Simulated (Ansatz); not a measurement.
# BN (R3m) in Ansatz: band structure with LDA

Aim: the band structure of BN with LDA.

Program: Ansatz 0.2.0. These are calculated values, not measurements. Logs are shortened: lines on timing, memory, paths and dates and some standing lists are left out, and cuts for length are marked.

**1. The crystal as given**

It takes space group R3m (No. 160, trigonal). Conventional cell: a = 2.502 Å, b = 2.502 Å, c = 10.119 Å, α = 90.00°, β = 90.00°, γ = 120.00°. N (site symmetry 3m) is surrounded by 3 B at 1.44 Å. B (site symmetry 3m) is surrounded by 3 N at 1.44 Å.

The cell is a database's computed one.

**2. Band structure, LDA**

input.yaml

```yaml
crystal:
  lattice:
    - [1.2511217832, 0.7223354983, 3.3729344033]
    - [-1.2511217832, 0.7223354983, 3.3729344033]
    - [0.0, -1.4446709966, 3.3729344033]
  atoms:
    - { symbol: "N", position: [0.6672382, 0.6672382, 0.6672382] }
    - { symbol: B, position: [0.0003288, 0.0003288, 0.0003288] }
hamiltonian:
  xc: lda
  pseudopotentials: { kind: paw }
kpoints:
  mp_grid: { grid: [12, 12, 12] }
  band_path:
    path:
      - [[0.0, 0.0, 0.0], [0.5, 0.0, 0.0], [0.5, 0.1972419765, -0.1972419765]]
      - [[0.8027580235, 0.5, 0.1972419765], [0.5, 0.5, 0.5], [0.0, 0.0, 0.0], [0.3486209883, 0.0, -0.3486209883]]
      - [[0.6513790117, 0.3486209883, 0.0], [0.5, 0.5, 0.0], [0.6513790117, 0.6513790117, 0.1972419765], [0.5, 0.5, 0.5]]
      - [[0.5, 0.0, 0.0], [0.8027580235, 0.3486209883, 0.3486209883]]
    npoints: 14
scf:
  occupations: { method: fermi_dirac, width: 0.05 }
  n_extra_bands: 6
output:
  forces: true
  stress: true
  eigenvalues: true
  fatbands: true
  write_density: true
  write_potential: true
  elf: true
  volumetric_format: npy
```

Potentials or basis: Ansatz PAW.

On the command line:

```sh
> ansatz run input.yaml --threads 2 --pin off --max-ram 5632MiB --backend cpu --events-out ev --progress --plain --runs-dir out
```

Log:

```text
Warning: RAYON_NUM_THREADS=2 ignored (pool sized by the plan → 2); use --threads N
basis.fft_grid_basis auto: the FFT boxes are laid along the combinations [[1, -1, 0], [0, 1, 0], [0, -1, 1]] of the cell's own vectors, 2.502, 3.669 and 2.502 Å long. The dense box has 18×25×18 points. Along the cell's own vectors, as sized, it would have 25×25×25, 1.93 times as many. Of the 6 symmetry operations that the crystal satisfies within crystal.symmetry.tolerance (time reversal apart; of a slab, those that keep its plane) the dense box along the cell's own vectors carries 6, and the one as laid loses 4 of those. basis.fft_grid_basis: typed keeps the cell's own vectors: state it where this run's energies or levels are differenced outside the engine with another run's, or held beside a run that keeps those vectors. Those combinations have planes normal to reciprocal vector 3, as the cell's own vectors have. Each planar average written beside output.write_density, output.write_potential has a row for each plane of the box: 18. The volumetric files lie along those combinations, not along the cell's own vectors: a cube or XSF file states them, and fields.json those of NumPy files.
scf.n_extra_bands = 6 over 4 filled bands (N_el = 8.0): the run solves 10 bands
Engine: ansatz 0.2.0, aarch64-unknown-linux-gnu
Pseudopotentials: kind: paw
Pseudopotential: N, paw, valence charge 5, recommended cutoff 420 eV (normal), N.paw.azcp
Pseudopotential: B, paw, valence charge 3, recommended cutoff 420 eV (normal), B.paw.azcp
Functional definition: SPW92
  exchange = slater_x
  correlation = pw_c
Crystal: 2 atoms, lattice volume = 18.289 Å³
Basis set: ecut = 420 eV, 359 PW (Γ), FFT grids on a1−a2, a2, −a2+a3
Bands: 10, of which v1, the nominal top of the filled ones, is band 4 counted from 1 (3 counted from 0)
Symmetry: 6 space group operations
Space group: R3m (ITA 160), of the structure as read, at distance tolerance 2.6e-5 Å
k-points: 189 of 1728 (time reversal used)
Non-local potential: N, projectors of the file, l = 0: 2, l = 1: 2, l = 2: 1
Non-local potential: B, projectors of the file, l = 0: 2, l = 1: 2, l = 2: 1
PAW form: soft (Blöchl's): semilocal exchange-correlation on the pseudo side does not see the compensation charge
PAW frozen core: N, regenerated for the run's functional, and the local potential with it (the file was generated under x = pbe(κ = 0.804, μ = 0.2195149727645171), c = pbe(β = 0.06672455060314922))
PAW frozen core: B, regenerated for the run's functional, and the local potential with it (the file was generated under x = pbe(κ = 0.804, μ = 0.2195149727645171), c = pbe(β = 0.06672455060314922))
PAW one-centre angular grid: N, 110 points (default); XC on 64 Gauss nodes
PAW one-centre angular grid: B, 110 points (default); XC on 64 Gauss nodes
Initial density: superposition of atomic densities (neutral atoms: chi_scale 0, normalization atom), corrected by the library's trained network
Initial wavefunctions: pseudopotential atomic-orbital guess
Functional: x = slater, c = lda
SCF iter   1: F=—  HF=-526.345136 eV  |F-HF|=—  |Δ(HF+E_count)|=         —  Δρ=8.97e-3  dr2=1.33e-2  ethr=1.77e-3  ⟨swp⟩=4.2  Hψ=11151  notcnv=0  defer=40
preconditioner: auto → none  [insulator: Δε(μ)=3.999 eV  Ē_g=20.987 eV  σ=0.050 eV  W_gap=1.00  n_scr=2 (ndim 8)  ℏωp=24.6 eV  f_vac=0.007  D(μ)=0.00/eV (n_scr^D=0)  ε∞_Penn≈2.4]
SCF iter   2: F=—  HF=-526.342192 eV  |F-HF|=—  |Δ(HF+E_count)|=   2.94e-3  Δρ=4.29e-3  dr2=1.56e-3  ethr=1.67e-4  ⟨swp⟩=2.2  Hψ=4310  notcnv=0  defer=278
SCF iter   3: F=—  HF=-526.341743 eV  |F-HF|=—  |Δ(HF+E_count)|=   4.49e-4  Δρ=1.61e-3  dr2=1.97e-4  ethr=1.95e-5  ⟨swp⟩=2.5  Hψ=2386  notcnv=0  defer=278
SCF iter   4: F=—  HF=-526.341698 eV  |F-HF|=—  |Δ(HF+E_count)|=   4.47e-5  Δρ=2.41e-4  dr2=5.03e-6  ethr=2.46e-6  ⟨swp⟩=1.0  Hψ=1616  notcnv=0  defer=278
SCF iter   5: F=—  HF=-526.341698 eV  |F-HF|=—  |Δ(HF+E_count)|=   3.38e-7  Δρ=2.66e-5  dr2=6.25e-8  ethr=6.29e-8  ⟨swp⟩=1.8  Hψ=2120  notcnv=0  defer=278
SCF iter   6: F=-526.341698 eV  HF=-526.341698 eV  |F-HF|=2.48e-9  |Δ(HF+E_count)|=   9.69e-9  Δρ=6.55e-6  dr2=3.60e-9  ethr=7.82e-10  ⟨swp⟩=9.0  Hψ=11104  notcnv=0
SCF 1 converged in 6 iterations: F = -526.341698 eV  dr2 = 3.60e-9
NSCF: frozen V_eff on 130 k-points
SCF converged after 6 iterations
Free energy (F): -526.341698 eV
Harris-Foulkes:  -526.341698 eV  (|F-HF|=2.48e-9)
Internal energy: -526.341698 eV  (E = F + TS)
E sigma→0 (E₀):  -526.341698 eV
Fermi energy:    6.387569 eV
--- Per-component energies (eV) ---
  E_band       = -22.134244
  E_kinetic    = 182.857800
  E_local      = -355.497475  (includes V_loc(G=0)·N_el)
  E_nonlocal   = 59.853735
  E_hartree    = 114.247745
  E_xc         = -91.002105
  E_vxc        = -113.475960  (∫ρ·V_xc dr)
  E_paw        = -191.742372  (= ΣΔE_a)
  E_vpaw       = -24.367330  (= ΣTr[D̂ρ^β])
  E_aug_tail   = 0.000092  (compensation charges beyond the density's cutoff)
  E_ewald      = -245.184997
  E_core_change = 0.125878  (= ΣΔE_core)
  E_smearing   = -0.000000  (= −TS)
  E_closure    = -0.000000  (closes the sum)
  Σ components = -526.341698   (vs F -526.341698, Δ=0.00e0)
--- Forces (eV/Å), atoms counted from 1 ---
  atom   1  N      0.00000000    -0.00000000    -0.00239496
  atom   2  B      0.00000000     0.00000000     0.00231493
  max |Σ_I F_I| component: 8.00e-5 eV/Å
--- Stress (GPa, compression-positive) ---
       -5.899454      -0.000000       0.000000
        0.000000      -5.899454      -0.000000
        0.000000      -0.000000      -0.950511
  P = ⅓ Tr σ = -4.2498 GPa (-42.498 kbar)
--- Band table (eV; the first three rows and the last of 189) ---
  k-point 0: bands = ["-13.2828", "0.0800", "2.9903", "2.9903", "9.1354", "15.8751", "15.8751", "17.2390", "19.0753", "29.8859"]
  k-point 1: bands = ["-13.1449", "0.2285", "2.4324", "2.7322", "9.4144", "15.8022", "16.4634", "16.7782", "19.4999", "29.8627"]
  k-point 2: bands = ["-12.7385", "0.6604", "1.0380", "2.1041", "10.1542", "15.4842", "15.7245", "18.0616", "20.5073", "27.1304"]
  k-point 188: bands = ["-13.0055", "-1.9566", "2.9729", "2.9729", "14.1023", "15.8030", "15.8030", "16.5959", "20.2780", "25.6956"]
```

Run time: 3.6 s. Hardware: 2 threads of Arm Neoverse V1, shared host; peak memory 0.31 GiB.

What came out:

- Free energy: -526.3417 eV
- Pressure: -4.2 GPa
- Band gap on the k mesh: 4.11 eV, indirect (least direct gap 4.56 eV)
- Band gap along the path: 4.06 eV, indirect (least direct gap 4.56 eV)

Forces on the atoms (eV/Å):
```
N    0.000  0.000 -0.002
B    0.000  0.000  0.002
```

Levels at the corners of the path, in eV from the valence-band top:
| point | band 1 | band 2 | band 3 | band 4 | band 5 | band 6 | band 7 | band 8 | band 9 |
| --- | --- | --- | --- | --- | --- | --- | --- | --- | --- |
| Γ | -17.61 | -4.25 | -1.34 | -1.34 | 4.80 | 11.54 | 11.54 | 12.91 | 14.74 |
| L | -14.39 | -8.94 | -4.13 | -0.65 | 5.10 | 9.85 | 12.66 | 14.64 | 19.59 |
| B1 | -13.83 | -8.01 | -6.85 | -0.43 | 4.64 | 12.07 | 13.83 | 15.73 | 18.46 |
| B | -13.83 | -8.01 | -6.85 | -0.43 | 4.64 | 12.07 | 13.83 | 15.73 | 18.46 |
| Z | -17.34 | -6.29 | -1.36 | -1.36 | 9.77 | 11.47 | 11.47 | 12.26 | 15.95 |
| Γ | -17.61 | -4.25 | -1.34 | -1.34 | 4.80 | 11.54 | 11.54 | 12.91 | 14.74 |
| X | -13.77 | -8.01 | -7.02 | -0.16 | 4.47 | 12.00 | 13.58 | 16.11 | 18.09 |
| Q | -13.77 | -8.01 | -7.02 | -0.16 | 4.47 | 12.00 | 13.58 | 16.11 | 18.09 |
| F | -14.32 | -8.81 | -4.19 | -1.25 | 4.06 | 9.86 | 13.83 | 17.13 | 19.99 |
| P1 | -14.44 | -8.66 | -4.13 | -1.58 | 4.81 | 9.92 | 13.92 | 16.18 | 20.50 |
| Z | -17.34 | -6.29 | -1.36 | -1.36 | 9.77 | 11.47 | 11.47 | 12.26 | 15.95 |
| L | -14.39 | -8.94 | -4.13 | -0.65 | 5.10 | 9.85 | 12.66 | 14.64 | 19.59 |
| P | -14.44 | -8.66 | -4.13 | -1.58 | 4.81 | 9.92 | 13.92 | 16.18 | 20.50 |

Caveat: the k mesh misses the band edges, so the gap on the mesh is wider than the one along the path; the pressure holds a Pulay correction of +0.7 GPa for the finite cutoff; the PAW data sets come from PBE, with cores solved anew for the run's functional, which leaves a small shift of forces and pressure.
